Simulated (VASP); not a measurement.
**Ba: single point with PBE**

The system is Ba.

```
CELL_PARAMETERS angstrom
4.47200 0.00000 0.00000
-2.23600 3.87287 0.00000
0.00000 0.00000 7.30427
ATOMIC_POSITIONS crystal
Ba 0.33333 0.66667 0.75000
Ba 0.66667 0.33333 0.25000
```

The cell was built by a generator and needn't be a form met in nature.

```json
{
  "Program": "VASP 6.6.1",
  "Task": "single point",
  "Functional": "PBE",
  "Potentials or basis": "VASP PAW PBE potentials, release 64 (Ba_sv)",
  "Cutoff": "520 eV",
  "k mesh": "6 × 6 × 4",
  "Occupations": "gaussian, width 0.05 eV",
  "Spin": "no spin polarisation",
  "Dipole correction": "no",
  "Further INCAR settings": "ALGO = Normal; EDIFF = 1e-06; NBANDS = 17"
}
```

| Quantity | Value |
| --- | --- |
| Pressure | 0.0 GPa |
| Band gap on the k mesh | none (metal or under the smearing width) |

Stress tensor (GPa, compression positive):
```
-0.03  0.00  0.00
 0.00 -0.03  0.00
 0.00  0.00  0.18
```

Levels at points of the mesh, in eV from the Fermi level:
```tsv
k point	band 6	band 7	band 8	band 9	band 10	band 11	band 12	band 13	band 14	band 15
(0.00, 0.00, 0.00)	-13.89	-13.89	-13.89	-2.81	-0.99	1.02	1.71	1.73	1.73	2.15
(0.50, 0.00, 0.00)	-14.05	-14.00	-13.95	-0.75	-0.45	-0.23	0.55	1.34	1.60	1.85
(0.00, 0.00, 0.50)	-13.92	-13.92	-13.92	-1.85	-1.85	0.99	0.99	1.71	1.71	1.71
(0.50, 0.00, 0.50)	-14.01	-14.00	-14.00	-0.79	-0.79	0.42	0.42	1.49	1.49	2.54
```

Run time: 23 s on 1 thread of AMD EPYC 9R45 (Zen 5) (shared host), peak memory 0.21 GiB.

Spin-orbit coupling is left out, which matters for the levels of Ba.
